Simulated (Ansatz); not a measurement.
simple cubic against fcc along group 13

Computed with DFT, PBE, plane waves (420 eV) with PAW, scalar-relativistic in Ansatz.

Each structure is relaxed within its symmetry, in the lowest magnetic state of the tried starts. Differences under about 8 meV lie within the error of the k-point mesh.

```csv
element,E(simple cubic) − E(fcc) (meV/atom),V(simple cubic) (Å³/atom),V(fcc) (Å³/atom),state of simple cubic,state of fcc
B,-261,6.69,5.89,spin not included,spin not included
Al,375,20.16,16.48,spin not included,spin not included
Ga,62,20.16,18.98,spin not included,spin not included
In,94,29.53,27.45,spin not included,spin not included
Tl,120,34.28,31.26,spin not included,spin not included
```
